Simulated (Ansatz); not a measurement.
BN under changes of volume

One of the cells (8.967 Å³/atom); the others are scaled copies at fixed shape and fractional positions:

```
CELL_PARAMETERS angstrom
2.49824 0.00000 0.00000
-1.24912 2.16354 0.00000
0.00000 0.00000 6.63570
ATOMIC_POSITIONS crystal
N 0.66667 0.33333 0.25000
N 0.33333 0.66667 0.75000
B 0.66667 0.33333 0.75000
B 0.33333 0.66667 0.25000
```

- Program: Ansatz 0.2.0
- Functional: LDA
- Potentials or basis: all-electron LAPW, scalar-relativistic
- Cutoff: 483 eV (chosen from the basis error)
- Basis error allowed: 0.002 eV/atom
- k mesh: 12 × 12 × 4
- Occupations: fermi-dirac, width 0.05 eV
- Spin: no spin polarisation

```csv
volume (Å³/atom),energy over the lowest point (meV/atom),pressure (GPa),gap on the mesh (eV)
8.429,17.72,13.9,4.15
8.608,?,?,?
8.787,0.00,2.3,4.12
8.967,0.35,-2.8,4.09
9.146,6.12,-7.4,4.07
9.325,16.84,-11.7,4.05
9.505,32.08,-15.5,4.03
```

Question: What does the run at 8.608 Å³/atom give?

Answer: Energy over the lowest point 5.60 meV/atom; pressure 7.8 GPa; gap on the mesh 4.14 eV.

Worked out: A Birch-Murnaghan fit of order 3 (a polynomial in V^(-2/3)) to the other rows has its minimum at 8.86 Å³/atom with B0 = V·E''(V) = 253 GPa and B' = 3.7 at fixed shape and positions, which overstates the stiffness. It gives 5.59 meV/atom at 8.608 Å³/atom, against the run's 5.60, and -dE/dV = 7.8 GPa, against 7.8. A parabola through the other rows of the gap, of slope -0.915 eV per unit of ln V there, gives 4.13 eV, against the run's 4.14.

Energies are extrapolated to zero smearing.

A mesh can miss the band edges.
